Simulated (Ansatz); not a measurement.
HfO2 with one atom moved: O-17 NMR of the central transition

Cell: an entry of the Crystallography Open Database (COD), relaxed with PBE at fixed cell and then changed (atom 4 (Hf) moved by 0.10 Å).

```cif
data_structure
_symmetry_space_group_name_H-M 'P 1'
_symmetry_Int_Tables_number 1
_cell_length_a 5.1180
_cell_length_b 5.1857
_cell_length_c 5.2841
_cell_angle_alpha 90.000
_cell_angle_beta 99.352
_cell_angle_gamma 90.000
_cell_volume 138.38
loop_
_atom_site_label
_atom_site_type_symbol
_atom_site_fract_x
_atom_site_fract_y
_atom_site_fract_z
_atom_site_occupancy
Hf1 Hf 0.27670 0.04188 0.20813 1
Hf2 Hf 0.72330 0.54188 0.29187 1
Hf3 Hf 0.72330 0.95812 0.79187 1
Hf4 Hf 0.28501 0.44672 0.72248 1
O5 O 0.44655 0.75838 0.48027 1
O6 O 0.55345 0.25838 0.01973 1
O7 O 0.55345 0.24162 0.51973 1
O8 O 0.44655 0.74162 0.98027 1
O9 O 0.07264 0.33925 0.33895 1
O10 O 0.92736 0.83925 0.16105 1
O11 O 0.92736 0.66075 0.66105 1
O12 O 0.07264 0.16075 0.83895 1
```

Atoms are numbered from 1 in the order listed; like atoms form one site, named after its first atom.

Computed with Ansatz: DFT, PBE, plane waves and PAW, scalar-relativistic, 420 eV cutoff, Γ-centred 4×4×4 k-points, Fermi–Dirac smearing 0.02 eV.

O-17 has I = 5/2 and Q = -25.58 mb (Pyykkö 2018); at 11.7 T its Larmor frequency is ν₀ = 67.6 MHz. Only the quadrupole interaction is simulated: positions count from each site's isotropic chemical shift, and J coupling is left out, as are shift anisotropy and dipolar coupling, which fast spinning averages.

Question: Give C_Q, η, the quadrupolar product P_Q = |C_Q|(1 + η²/3)^½, the second-order isotropic shift and the breadth of the pattern (fast magic-angle spinning) for each O site.

Answer: 

| site | first shell | C_Q (MHz) | η | P_Q (MHz) | δ_QIS (ppm) | breadth (kHz) |
| --- | --- | --- | --- | --- | --- | --- |
| O5 | 4 Hf at 2.14–2.30 Å | -0.733 | 0.89 | 0.823 | -0.890 | 0.135 |
| O6 | 4 Hf at 2.14–2.23 Å | 0.786 | 0.85 | 0.876 | -1.01 | 0.153 |
| O7 | 4 Hf at 2.14–2.24 Å | -0.800 | 0.46 | 0.828 | -0.901 | 0.141 |
| O8 | 4 Hf at 2.12–2.24 Å | 0.840 | 0.58 | 0.885 | -1.03 | 0.161 |
| O9 | 3 Hf at 2.04–2.21 Å | 0.934 | 0.34 | 0.951 | -1.19 | 0.185 |
| O10 | 3 Hf at 2.04–2.15 Å | 0.847 | 0.95 | 0.965 | -1.22 | 0.183 |
| O11 | 3 Hf at 2.04–2.15 Å | 0.899 | 0.70 | 0.970 | -1.24 | 0.192 |
| O12 | 3 Hf at 1.99–2.15 Å | 0.733 | 0.70 | 0.792 | -0.824 | 0.128 |

δ_QIS = −(ν_Q²/30ν₀²)[I(I+1) − 3/4](1 + η²/3) × 10⁶ ppm with ν_Q = 3|C_Q|/[2I(2I−1)]; it falls as 1/B₀² in ppm, and the breadth as 1/B₀ in kHz.

Without spin–orbit coupling the gradients at and beside Hf can be off by some per cent, at some sites by more. The atoms aren't relaxed after the move (largest force 2.2 eV/Å).
